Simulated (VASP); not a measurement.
# BaTe (Fm-3m) in VASP: a series of runs

One crystal, BaTe, is run at these levels: PBE; tasks: single point.

Everything below comes from runs of VASP 6.6.1. Logs are shortened: lines on timing, memory, paths and dates and some standing lists are left out, and cuts for length are marked.

### 1 Starting point

Symmetry: Fm-3m, No. 225, cubic system. The conventional cell has a = 6.820 Å, b = 6.820 Å, c = 6.820 Å, α = 90.00°, β = 90.00°, γ = 90.00°. Ba (site symmetry m-3m) is surrounded by 6 Te at 3.41 Å. Around Te (site symmetry m-3m) lie 6 Ba at 3.41 Å.

### 2 Single point, PBE

Contents of INCAR:

```
ALGO = Normal
EDIFF = 1E-6
ENCUT = 520
GGA = PE
ISIF = 2
ISMEAR = 0
LASPH = T
LCHARG = F
LREAL = F
LWAVE = F
NBANDS = 15
NELM = 80
PREC = Accurate
SIGMA = 0.05
```

Contents of KPOINTS:

```
k-points
0
Gamma
  8 8 8
```

Contents of POSCAR:

```
BaTe
1.0
    0.0000000000      3.4100000000      3.4100000000
    3.4100000000      0.0000000000      3.4100000000
    3.4100000000      3.4100000000      0.0000000000
Ba Te
1 1
Direct
    0.0000000000      0.0000000000      0.0000000000
    0.5000000000      0.5000000000      0.5000000000
```

Potentials or basis: VASP PAW PBE potentials, release 64 (Ba_sv, Te).

On the command line:

```
$ cat potpaw_PBE.64/Ba_sv/POTCAR potpaw_PBE.64/Te/POTCAR > POTCAR
$ mpirun -np 1 vasp_std > vasp.out
```

OUTCAR:

```text
EDIFF = 1E-6
   ENCUT = 520
   GGA = PE
   ISIF = 2
   ISMEAR = 0
   LASPH = T
   LREAL = F
   NELM = 80
   PREC = Accurate

 ion  position               nearest neighbor table
   1  0.000  0.000  0.000-   2 3.41   2 3.41   2 3.41   2 3.41   2 3.41   2 3.41
   2  0.500  0.500  0.500-   1 3.41   1 3.41   1 3.41   1 3.41   1 3.41   1 3.41

  LATTYP: Found a face centered cubic cell.
 ALAT       =     6.8200000000

  Lattice vectors:

 A1 = (   0.0000000000,   3.4100000000,   3.4100000000)
 A2 = (   3.4100000000,   0.0000000000,   3.4100000000)
 A3 = (   3.4100000000,   3.4100000000,   0.0000000000)

Analysis of symmetry for initial positions (statically):
=====================================================================
 Subroutine PRICEL returns:
 Original cell was already a primitive cell.

 Routine SETGRP: Setting up the symmetry group for a
 face centered cubic supercell.

 Subroutine GETGRP returns: Found 48 space group operations
 (whereof 48 operations were pure point group operations)
 out of a pool of 48 trial point group operations.

The static configuration has the point symmetry O_h .

Analysis of symmetry for dynamics (positions and initial velocities):
=====================================================================
 Subroutine PRICEL returns:
 Original cell was already a primitive cell.

 Routine SETGRP: Setting up the symmetry group for a
 face centered cubic supercell.

 Subroutine GETGRP returns: Found 48 space group operations
 (whereof 48 operations were pure point group operations)
 out of a pool of 48 trial point group operations.

The dynamic configuration has the point symmetry O_h .

 Subroutine INISYM returns: Found 48 space group operations
 (whereof 48 operations are pure point group operations),
 and found     1 'primitive' translations

----------------------------------------------------------------------------------------

                                     Primitive cell

  volume of cell :      79.3036

  direct lattice vectors                    reciprocal lattice vectors
     0.000000000  3.410000000  3.410000000    -0.146627566  0.146627566  0.146627566
     3.410000000  0.000000000  3.410000000     0.146627566 -0.146627566  0.146627566
     3.410000000  3.410000000  0.000000000     0.146627566  0.146627566 -0.146627566

  length of vectors
     4.822468248  4.822468248  4.822468248     0.253966394  0.253966394  0.253966394

  position of ions in fractional coordinates (direct lattice)
     0.000000000  0.000000000  0.000000000
     0.500000000  0.500000000  0.500000000

  ion indices of the primitive-cell ions
   primitive index   ion index
                 1           1
                 2           2

----------------------------------------------------------------------------------------

 KPOINTS: k-points

Automatic generation of k-mesh.
 Grid dimensions read from file:
 generate k-points for:    8    8    8

 Generating k-lattice:

  Cartesian coordinates                     Fractional coordinates (reciprocal lattice)
    -0.018328446  0.018328446  0.018328446     0.125000000  0.000000000  0.000000000
     0.018328446 -0.018328446  0.018328446     0.000000000  0.125000000  0.000000000
     0.018328446  0.018328446 -0.018328446     0.000000000  0.000000000  0.125000000

  Length of vectors
     0.031745799  0.031745799  0.031745799

  Shift w.r.t. Gamma in fractional coordinates (k-lattice)
     0.000000000  0.000000000  0.000000000

 Subroutine IBZKPT returns following result:
 ===========================================

 Found     29 irreducible k-points:

 Following reciprocal coordinates:
            Coordinates               Weight
  0.000000  0.000000  0.000000      1.000000
  0.125000  0.000000  0.000000      8.000000
  0.250000  0.000000  0.000000      8.000000
  0.375000  0.000000  0.000000      8.000000
  0.500000  0.000000  0.000000      4.000000
  0.125000  0.125000  0.000000      6.000000
[... 16 lines left out ...]
  0.500000  0.250000  0.125000     48.000000
 -0.375000  0.250000  0.125000     24.000000
 [... further k-points ...]
   k-points           NKPTS =     29   k-points in BZ     NKDIM =     29   number of bands    NBANDS=     15
   number of dos      NEDOS =    301   number of ions     NIONS =      2
   total plane-waves  NPLWV =  46656
   dimension x,y,z NGX =    36 NGY =   36 NGZ =   36
   dimension x,y,z NGXF=    72 NGYF=   72 NGZF=   72
   ions per type =               1   1
   NGX,Y,Z   is equivalent  to a cutoff of  12.41, 12.41, 12.41 a.u.
   NGXF,Y,Z  is equivalent  to a cutoff of  24.82, 24.82, 24.82 a.u.
 SYSTEM =  unknown system
   PREC   = accura    normal or accurate (medium, high low for compatibility)
   ISTART =      0    job   : 0-new  1-cont  2-samecut
   ICHARG =      2    charge: 1-file 2-atom 10-const
   ISPIN  =      1    spin polarized calculation?
   LNONCOLLINEAR =      F non collinear calculations
   LSORBIT =      F    spin-orbit coupling
   LASPH  =      T    aspherical Exc in radial PAW
   ENCUT  =  520.0 eV  38.22 Ry    6.18 a.u.   8.97  8.97  8.97*2*pi/ulx,y,z
   NELM   =     80;   NELMIN=  2; NELMDL= -5     # of ELM steps
   EDIFF  = 0.1E-05   stopping-criterion for ELM
   LREAL  =      F    real-space projection
   EDIFFG = 0.1E-04   stopping-criterion for IOM
   NSW    =      0    number of steps for IOM
   IBRION =     -1    ionic relax: 0-MD 1-quasi-New 2-CG
   NFREE  =      0    steps in history (QN), initial steepest desc. (CG)
   ISIF   =      2    stress and relaxation
   ISYM   =      2    0-nonsym 1-usesym 2-fastsym
   POTIM  = 0.5000    time-step for ionic-motion
   TEBEG  =    0.0;   TEEND  =   0.0 temperature during run
   PSTRESS=    0.0 pullay stress
   NELECT =      16.0000    total number of electrons
   NUPDOWN=      -1.0000    fix difference up-down
   EMIN   =  10.00;   EMAX   =-10.00  energy-range for DOS
   EFERMI =   0.00;   METHOD = LEGACY
   ISMEAR =     0;   SIGMA  =   0.05  broadening in eV -4-tet -1-fermi 0-gaus
   EFERMI_NEDOS =   21; number of points for ismear=-14 and -15
   IALGO  =     38    algorithm
   IMIX   =      4    mixing-type and parameters
     AMIX     =   0.40;   BMIX     =  1.00
     AMIX_MAG =   1.60;   BMIX_MAG =  1.00
  volume/ion in A,a.u.               =      39.65       267.58
  Fermi-wavevector in a.u.,A,eV,Ry     =   0.960175  1.814468 12.543704  0.921936
  Thomas-Fermi vector in A             =   2.089436
   LORBIT       =      0    0 simple, 1 ext, 2 COOP (PROOUT), +10 PAW based schemes
   GGA     = PE    functional components
   LHFCALC =     F    Hartree Fock is set to
   AEXX    =    0.0000 exact exchange contribution
   IVDW    =     0    specifies the selected vdW correction
   LEPSILON=     F    determine dielectric tensor
   LRPA    =     F    only Hartree local field effects (RPA)
 non-spin polarized calculation
 Gauss-broadening in eV      SIGMA  =   0.05
  energy-cutoff  :      520.00
  volume of cell :       79.30
 maximum number of plane-waves:      2150
   NGX = 17   NGY = 17   NGZ = 17

 number of electron      16.0000000 magnetization

 Free energy of the ion-electron system (eV)
  ---------------------------------------------------
  ext. energy  EPLUGINS =         0.00000000
  ---------------------------------------------------
  free energy    TOTEN  =        -8.51283358 eV

  energy without entropy =       -8.51283358  energy(sigma->0) =       -8.51283358

 E-fermi :   3.1145     XC(G=0):  -8.5643

 val. band max:        2.7956918151   @ k =   0.0000   0.0000   0.0000
 cond. band min:       4.1243800430   @ k =   0.5000   0.5000   0.0000
 fundamental gap:      1.3286882279
 Fermi energy:         3.1145257838

 k-point     1 :       0.0000    0.0000    0.0000
  band No.  band energies     occupation
      1     -24.0336      2.00000
      2      -9.2066      2.00000
      3      -9.2066      2.00000
      4      -9.2066      2.00000
      5      -6.9312      2.00000
      6       2.7957      2.00000
      7       2.7957      2.00000
      8       2.7957      2.00000
      9       5.6585      0.00000
     10       5.6585      0.00000
     11       5.6585      0.00000
     12       6.0235      0.00000
     13       6.3622      0.00000
     14       6.3622      0.00000
     15       9.7743      0.00000

 k-point     2 :       0.1250    0.0000    0.0000
  band No.  band energies     occupation
      1     -24.0306      2.00000
      2      -9.3192      2.00000
      3      -9.2086      2.00000
      4      -9.2086      2.00000
      5      -6.7689      2.00000
      6       2.2327      2.00000
      7       2.5158      2.00000
      8       2.5158      2.00000
      9       5.7135      0.00000
     10       5.8732      0.00000
     11       5.8732      0.00000
     12       6.7108      0.00000
     13       6.8714      0.00000
     14       6.8714      0.00000
     15      10.3171      0.00000

 k-point     3 :       0.2500    0.0000    0.0000
  band No.  band energies     occupation
      1     -24.0234      2.00000
      2      -9.5481      2.00000
      3      -9.2134      2.00000
      4      -9.2134      2.00000
      5      -6.4121      2.00000
      6       1.2983      2.00000
      7       2.0123      2.00000
      8       2.0123      2.00000
      9       5.9120      0.00000
     10       6.4414      0.00000
     11       6.4414      0.00000
     12       8.0182      0.00000
     13       8.0912      0.00000
     14       8.0912      0.00000
     15      11.3516      0.00000
[... 343 lines left out ...]
 k-point    23 :       0.5000    0.2500    0.1250
  band No.  band energies     occupation
      1     -24.0122      2.00000
      2      -9.6458      2.00000
      3      -9.3133      2.00000
      4      -9.2457      2.00000
      5      -6.2290      2.00000
      6       0.8457      2.00000
      7       1.6428      2.00000
      8       1.9231      2.00000
      9       5.8430      0.00000
     10       7.4914      0.00000
     11       7.8089      0.00000
     12       8.0107      0.00000
     13       8.6829      0.00000
     14      10.4924      0.00000
     15      10.7708      0.00000

 k-point    24 :      -0.3750    0.2500    0.1250
  band No.  band energies     occupation
      1     -24.0097      2.00000
      2      -9.6800      2.00000
      3      -9.3166      2.00000
      4      -9.2593      2.00000
      5      -6.1766      2.00000
      6       0.8006      2.00000
      7       1.6600      2.00000
      8       1.6616      2.00000
      9       6.5242      0.00000
     10       6.8188      0.00000
     11       8.2020      0.00000
     12       8.5568      0.00000
     13       9.0968      0.00000
     14       9.9357      0.00000
     15      11.1708      0.00000

 [... further k-points ...]
[... 5 lines left out ...]
  --------------------------------------------------------------------------------------
  -------------------------------------------------------------------------------------
  Total        2.0992014      2.0992014      2.0992014      0.0000000      0.0000000     -0.0000000
  in kB       42.4103210     42.4103210     42.4103210      0.0000000      0.0000000     -0.0000000
  external PRESSURE =      42.4103210 kB  Pullay stress =       0.0000000 kB

 VOLUME and BASIS-vectors are now :
 -----------------------------------------------------------------------------
  energy-cutoff  :      520.00
  volume of cell :       79.30
      direct lattice vectors                 reciprocal lattice vectors
     0.000000000  3.410000000  3.410000000    -0.146627566  0.146627566  0.146627566
     3.410000000  0.000000000  3.410000000     0.146627566 -0.146627566  0.146627566
     3.410000000  3.410000000  0.000000000     0.146627566  0.146627566 -0.146627566

 POSITION                                       TOTAL-FORCE (eV/Angst)
 -----------------------------------------------------------------------------------
      0.00000      0.00000      0.00000         0.000000      0.000000      0.000000
      3.41000      3.41000      3.41000         0.000000     -0.000000     -0.000000
 -----------------------------------------------------------------------------------
    total drift:                                0.000000      0.000000      0.000000

  FREE ENERGIE OF THE ION-ELECTRON SYSTEM (eV)
  ---------------------------------------------------
  free  energy   TOTEN  =        -8.5128335800 eV

  energy  without entropy=       -8.5128335800  energy(sigma->0) =       -8.51283358
```

It took 12 s on 1 thread of Intel Xeon 6975P-C (Granite Rapids), shared host; peak memory 0.22 GiB.

Results:

- Free energy: -8.5128 eV
- Pressure: 4.2 GPa
- Band gap on the k mesh: 1.33 eV, indirect (least direct gap 1.71 eV)

Caveat: spin-orbit coupling is left out, which moves the levels of the heavy elements.

### 3 Single point, PBE

Contents of INCAR:

```
PREC     = Accurate       # precision mode
ENCUT    = 520            # plane-wave cutoff, eV
EDIFF    = 1E-6           # SCF threshold, eV
ISMEAR   = 0              # smearing method
SIGMA    = 0.05           # smearing width, eV
LREAL    = False          # projectors in reciprocal space
LASPH    = True           # aspherical terms in the spheres
NELM     = 80             # most SCF steps
ALGO     = Normal         # electronic algorithm
ISIF     = 2              # what is computed and relaxed
LWAVE    = False          # write WAVECAR
LCHARG   = False          # write CHGCAR
GGA      = PE             # functional
NBANDS   = 15             # bands
```

Contents of KPOINTS:

```
Automatic mesh
0
Gamma
  8 8 8
```

POSCAR is that of step 2.

Potentials or basis: VASP PAW PBE potentials, release 64 (Ba_sv, Te).

On the command line:

```
$ cat potpaw_PBE.64/Ba_sv/POTCAR potpaw_PBE.64/Te/POTCAR > POTCAR
$ mpirun -np 1 vasp_std > vasp.out
```

It took 12 s on 1 thread of Intel Xeon 6975P-C (Granite Rapids), shared host; peak memory 0.21 GiB.

The run converged. Its results:

```
Free energy            : -8.5128 eV
Pressure               : 4.2 GPa
Band gap on the k mesh : 1.33 eV, indirect (least direct gap 1.71 eV)
```

Levels at points of the mesh, in eV from the valence-band top:
```csv
k point,band 5,band 6,band 7,band 8,band 9,band 10,band 11,band 12
"(0.00, 0.00, 0.00)",-9.73,0.00,0.00,0.00,2.86,2.86,2.86,3.23
"(0.50, 0.00, 0.00)",-8.74,-2.46,-1.30,-1.30,4.29,4.94,5.05,5.05
"(0.50, 0.50, 0.00)",-9.50,-1.15,-0.38,-0.38,1.33,4.55,5.00,5.96
```

Caveat: spin-orbit coupling is left out, which moves the levels of the heavy elements. A hybrid or GW would open this gap; PBE tends to underestimate it.

### 4 Single point, PBE

Contents of INCAR:

```
SYSTEM = BaTe
ALGO = Normal
EDIFF = 1E-6
ENCUT = 520
GGA = PE
ISIF = 2
ISMEAR = 0
LASPH = .True.
LCHARG = .True.
LELF = .True.
LREAL = .False.
LVHAR = .True.
LWAVE = .False.
NBANDS = 15
NELM = 80
PREC = Accurate
SIGMA = 0.05
```

Contents of KPOINTS:

```
k-points
0
Gamma
  8 8 8
  0 0 0
```

POSCAR is that of step 3.

Potentials or basis: VASP PAW PBE potentials, release 64 (Ba_sv, Te).

On the command line:

```
$ cat potpaw_PBE.64/Ba_sv/POTCAR potpaw_PBE.64/Te/POTCAR > POTCAR
$ mpirun -np 1 vasp_std > vasp.out
```

OUTCAR:

```text
SYSTEM = BaTe
   EDIFF = 1E-6
   ENCUT = 520
   GGA = PE
   ISIF = 2
   ISMEAR = 0
   LASPH = .True.
   LREAL = .False.
   NELM = 80
   PREC = Accurate

 ion  position               nearest neighbor table
   1  0.000  0.000  0.000-   2 3.41   2 3.41   2 3.41   2 3.41   2 3.41   2 3.41
   2  0.500  0.500  0.500-   1 3.41   1 3.41   1 3.41   1 3.41   1 3.41   1 3.41

  LATTYP: Found a face centered cubic cell.
 ALAT       =     6.8200000000

  Lattice vectors:

 A1 = (   0.0000000000,   3.4100000000,   3.4100000000)
 A2 = (   3.4100000000,   0.0000000000,   3.4100000000)
[... 610 lines left out ...]
     11       8.2020      0.00000
     12       8.5568      0.00000
     13       9.0968      0.00000
     14       9.9357      0.00000
     15      11.1708      0.00000

 [... further k-points ...]
[... 5 lines left out ...]
  --------------------------------------------------------------------------------------
  -------------------------------------------------------------------------------------
  Total        2.0992014      2.0992014      2.0992014      0.0000000      0.0000000     -0.0000000
  in kB       42.4103210     42.4103210     42.4103210      0.0000000      0.0000000     -0.0000000
  external PRESSURE =      42.4103210 kB  Pullay stress =       0.0000000 kB

 VOLUME and BASIS-vectors are now :
 -----------------------------------------------------------------------------
  energy-cutoff  :      520.00
  volume of cell :       79.30
      direct lattice vectors                 reciprocal lattice vectors
     0.000000000  3.410000000  3.410000000    -0.146627566  0.146627566  0.146627566
     3.410000000  0.000000000  3.410000000     0.146627566 -0.146627566  0.146627566
     3.410000000  3.410000000  0.000000000     0.146627566  0.146627566 -0.146627566

 POSITION                                       TOTAL-FORCE (eV/Angst)
 -----------------------------------------------------------------------------------
      0.00000      0.00000      0.00000         0.000000      0.000000      0.000000
      3.41000      3.41000      3.41000         0.000000     -0.000000     -0.000000
 -----------------------------------------------------------------------------------
    total drift:                                0.000000      0.000000      0.000000

  FREE ENERGIE OF THE ION-ELECTRON SYSTEM (eV)
  ---------------------------------------------------
  free  energy   TOTEN  =        -8.5128335800 eV

  energy  without entropy=       -8.5128335800  energy(sigma->0) =       -8.51283358
```

OSZICAR:

```text
N       E                     dE             d eps       ncg     rms          rms(c)
DAV:   1     0.833497132327E+02    0.83350E+02   -0.64479E+03   870   0.903E+02
DAV:   2    -0.370422305791E+01   -0.87054E+02   -0.79345E+02  1174   0.155E+02
DAV:   3    -0.847655393092E+01   -0.47723E+01   -0.47412E+01  1162   0.395E+01
DAV:   4    -0.859810727184E+01   -0.12155E+00   -0.12152E+00  1142   0.633E+00
DAV:   5    -0.860051642785E+01   -0.24092E-02   -0.24091E-02  1193   0.732E-01    0.418E+00
DAV:   6    -0.850668514500E+01    0.93831E-01   -0.10500E-01  1010   0.169E+00    0.274E+00
DAV:   7    -0.850809076674E+01   -0.14056E-02   -0.98514E-02  1087   0.182E+00    0.793E-01
DAV:   8    -0.851224409450E+01   -0.41533E-02   -0.11823E-02   989   0.722E-01    0.206E-01
DAV:   9    -0.851263883222E+01   -0.39474E-03   -0.54451E-04  1171   0.167E-01    0.548E-02
DAV:  10    -0.851281107974E+01   -0.17225E-03   -0.16946E-04  1031   0.914E-02    0.182E-02
DAV:  11    -0.851283525419E+01   -0.24174E-04   -0.50285E-05  1115   0.418E-02    0.193E-02
DAV:  12    -0.851283332457E+01    0.19296E-05   -0.81872E-06  1080   0.177E-02    0.806E-03
DAV:  13    -0.851283358002E+01   -0.25544E-06   -0.39723E-07   673   0.410E-03
   1 F= -.85128336E+01 E0= -.85128336E+01  d E =-.362199E-21
```

It took 13 s on 1 thread of Intel Xeon 6975P-C (Granite Rapids), shared host; peak memory 0.21 GiB.

Results:

```
Free energy            : -8.5128 eV
Pressure               : 4.2 GPa
Band gap on the k mesh : 1.33 eV, indirect (least direct gap 1.71 eV)
```

Caveat: spin-orbit coupling is left out, which moves the levels of the heavy elements. A k mesh can miss the band edges.
